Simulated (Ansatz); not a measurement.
Level of theory: DFT PBE, scalar-relativistic, plane waves, PAW (Ansatz 0.2.0). All cells share a 420 eV cutoff and Γ-centred k meshes spaced at most about 0.3 Å⁻¹ (about 0.25 or finer for metals, 2π included). No spin polarisation.

Each guess is relaxed in cell and atoms at zero pressure, on a coarse mesh first where it starts far from rest and then on a converged one. The steps can't lower the symmetry of the start, but it can rise. Energies are static (0 K, no zero-point motion).

This guess for Bi₄Te₃ isn't its lowest structure:

```xyz
7
Lattice="6.0140 0.0000 0.0000 0.0000 6.0140 0.0000 0.0000 0.0000 7.1870" Properties=species:S:1:pos:R:3 pbc="T T T"
Bi    4.5179    3.0070    3.5935
Bi    1.4960    3.0070    3.5935
Bi    3.0070    4.5179    3.5935
Bi    3.0070    1.4960    3.5935
Te    3.0070    3.0070    1.0447
Te    3.0070    3.0070    6.1423
Te    0.0000    0.0000    3.5935
```

Question: What does it relax into?

Answer: P4/mmm at 37.1 Å³/atom → P4/mmm at 61.7 Å³/atom. Conventional cell: a = 7.359 Å, c = 7.976 Å. Bi is surrounded by 3 Bi at 3.00–3.08 Å, 2 Te at 3.34 Å and 2 Te at 3.97 Å; Te on a site of symmetry 4mm is surrounded by 1 Te at 2.92 Å and 4 Bi at 3.34 Å; Te on a site of symmetry 4/mmm has 8 Bi at 3.97 Å.

```yaml
crystal:
  lattice:
    - [7.35889, 0.00000, 0.00000]
    - [0.00000, 7.35889, 0.00000]
    - [0.00000, 0.00000, 7.97589]
  atoms:
    - { symbol: Bi, position: [0.79602, 0.50000, 0.50000] }
    - { symbol: Bi, position: [0.20398, 0.50000, 0.50000] }
    - { symbol: Bi, position: [0.50000, 0.79602, 0.50000] }
    - { symbol: Bi, position: [0.50000, 0.20398, 0.50000] }
    - { symbol: Te, position: [0.50000, 0.50000, 0.18317] }
    - { symbol: Te, position: [0.50000, 0.50000, 0.81683] }
    - { symbol: Te, position: [0.00000, 0.00000, 0.50000] }
```

Question: How far does this end lie above the lowest form of Bi₄Te₃ relaxed in the same way, and what is that form?

Answer: It lies 0.60 eV/atom above the lowest of the 5 forms computed, a structure that the Crystallography Open Database (COD) lists. Space group R-3m (No. 166), trigonal, a = 4.508 Å, c = 43.006 Å. Bi on its first site is surrounded by 6 Te at 3.11–3.29 Å; around Bi on its second site lie 3 Bi at 3.09 Å and 3 Te at 3.70 Å; Te on a site of symmetry -3m is surrounded by 6 Bi at 3.29 Å; around Te on a site of symmetry 3m lie 3 Bi at 3.11 Å and 3 Bi at 3.70 Å. That form has 36.0 Å³/atom and a gap of 0.12 eV on its mesh; the guess's end has none. Counting Te atoms around Bi (those within 1.25 times the shortest such distance or 1.15 times the sum of covalent radii, 1.27 where that leaves under three; a plus sign parts nearer from farther groups; the shortest distance is added where it exceeds 1.18 times the sum of covalent radii; a slash parts the counts of unlike sites), the guess's end has Bi 2+2 and the lowest form has Bi 3 from 3.7 Å/6. The guess's end holds Te–Te pairs (shortest 2.92 Å); in the lowest form the shortest Te–Te distance is 4.51 Å.

Spin–orbit coupling, which can matter for Bi and Te, is left out. Kohn–Sham gaps at this level usually fall short of measured ones. The missing spin–orbit coupling can work the other way here. Some types were kept out of the candidates beforehand, so the set may lack a known form.

The relaxation relieves the starting guess's severely short contacts but leaves a very open framework, 0.60 eV/atom above the layered form. Bismuth forms planar nets of squares and octagons, with stretched Te–Te pairs between the squares of successive nets. The Te at each octagon's centre is only weakly held, its eight Bi neighbours all lying at 3.97 Å.

The lowest form is the familiar stacking of Bi₂Te₃-like slabs and bismuth bilayers. Both structures contain Bi–Bi bonds of ordinary length, as expected for such a bismuth-rich telluride, so these alone can't explain the energy difference. More probably the penalty comes from poor Bi–Te bonding: the guess spends tellurium valence on Te–Te contacts and strands another Te in an oversized cavity, whereas the layered form lets Te p orbitals bond to bismuth in slabs with short polar contacts.

Because symmetry may hold the flat nets in place, the tetragonal end could be a saddle point rather than a metastable polymorph; the calculation doesn't distinguish the two.
